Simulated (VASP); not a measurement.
BaTiO3 under changes of volume

One of the cells (13.057 Å³/atom); the others are scaled copies at fixed shape and fractional positions:

```
CELL_PARAMETERS angstrom
3.98478 0.00000 0.00000
0.00000 3.98478 0.00000
0.00000 0.00000 4.11141
ATOMIC_POSITIONS crystal
Ba 0.00000 0.00000 0.99696
Ti 0.50000 0.50000 0.47881
O 0.00000 0.50000 0.51755
O 0.50000 0.00000 0.51755
O 0.50000 0.50000 0.03213
```

```yaml
Program: VASP 6.6.1
Functional: PBE
Dispersion: D3(BJ)
Potentials_or_basis: VASP PAW PBE potentials, release 64 (Ba_sv, Ti_sv, O)
Cutoff: 520 eV
k_mesh: 6 × 6 × 6
Occupations: gaussian, width 0.02 eV
Spin: no spin polarisation
```

| volume (Å³/atom) | energy over the lowest point (meV/atom) | pressure (GPa) | gap on the mesh (eV) | largest force (eV/Å) |
| --- | --- | --- | --- | --- |
| 12.534 | 12.72 | 7.6 | 1.87 | 0.467 |
| 12.795 | 3.35 | 3.7 | 1.83 | 0.226 |
| 13.057 | 0.00 | 0.2 | 1.79 | 0.005 |
| 13.318 | ? | ? | ? | ? |
| 13.579 | 8.88 | -5.8 | 1.71 | 0.407 |

Task: What does the run at 13.318 Å³/atom give?

Result: Energy over the lowest point 2.03 meV/atom; pressure -3.0 GPa; gap on the mesh 1.75 eV; largest force 0.210 eV/Å.

Worked out: A Birch-Murnaghan fit of order 2 (a polynomial in V^(-2/3)) to the other rows has its minimum at 13.09 Å³/atom with B0 = V·E''(V) = 164 GPa at fixed shape and positions, which overstates the stiffness. It gives 2.00 meV/atom at 13.318 Å³/atom, against the run's 2.03, and -dE/dV = -2.8 GPa, against -3.0. A straight line through the other rows of the gap, of slope -2 eV per unit of ln V, gives 1.75 eV, against the run's 1.75.

Energies are extrapolated to zero smearing.

Caveats: spin-orbit coupling is left out, which moves the levels of the heavy elements.

A mesh can miss the band edges.
